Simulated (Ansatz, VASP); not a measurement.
This is a calculation of Re for VASP 6.6.1.

INCAR

```
SYSTEM = Re
PREC = Accurate
ENCUT = 520
EDIFF = 1E-6
ISMEAR = -1
SIGMA = 0.05
LREAL = .FALSE.
LASPH = .TRUE.
NELM = 60
ALGO = Fast
ISIF = 2
LWAVE = .FALSE.
LCHARG = .FALSE.
GGA = PE
NBANDS = 22
```

KPOINTS

```
Automatic mesh
0
G
  8 8 3
  0 0 0
```

The input POSCAR:

```
Re
1.0
    2.7663873939      0.0000000000      0.0000000000
   -1.3831936969      2.3957617598      0.0000000000
    0.0000000000      0.0000000000      8.9388451600
Re
4
Direct
    0.6666666667      0.3333333333      0.7500000000
    0.0000000000      0.0000000000      0.5000000000
    0.3333333333      0.6666666667      0.2500000000
    0.0000000000      0.0000000000      0.0000000000
```

Potentials or basis: VASP PAW PBE potentials, release 64 (Re).

Run with:

```console
$ cat potpaw_PBE.64/Re/POTCAR > POTCAR
$ mpirun -np 1 vasp_std > vasp.out
```

Set up the same calculation for Ansatz 0.2.0. Potentials there: Ansatz PAW.

As run (the cutoff follows the program's own potentials):

Contents of input.yaml:

```yaml
crystal:
  lattice:
    - [2.7663873939, 0.0, 0.0]
    - [-1.3831936969, 2.3957617598, 0.0]
    - [0.0, 0.0, 8.93884516]
  atoms:
    - { symbol: Re, position: [0.6666666667, 0.3333333333, 0.75] }
    - { symbol: Re, position: [0.0, 0.0, 0.5] }
    - { symbol: Re, position: [0.3333333333, 0.6666666667, 0.25] }
    - { symbol: Re, position: [0.0, 0.0, 0.0] }
hamiltonian:
  xc: pbe
  pseudopotentials: { kind: paw }
kpoints:
  mp_grid: { grid: [8, 8, 3] }
scf:
  occupations: { method: fermi_dirac, width: 0.05 }
output:
  forces: true
  stress: true
  eigenvalues: true
```

Potentials or basis: Ansatz PAW.

Command:

```console
$ ansatz run input.yaml --threads 2 --pin off --max-ram 5120MiB --backend cpu --events-out ev --progress --plain --runs-dir out
```

Both were run:

|  | VASP | Ansatz | Ansatz less VASP |
| --- | --- | --- | --- |
| gap on the k mesh at the Fermi level (eV) | none | none | - |
| pressure (GPa) | 3.2 | 3.6 | +0.46 |
| largest component of the traceless stress (GPa) | 0.62 | 0.54 | -0.078 |

A gap of «none» marks a metal or a gap that the smearing closes. The functional is the same, so the differences come from potentials, cutoffs and numerics. The two sets of potentials don't hold the same shells in valence.

The runs have no spin-orbit coupling, so splittings on Re are missing.
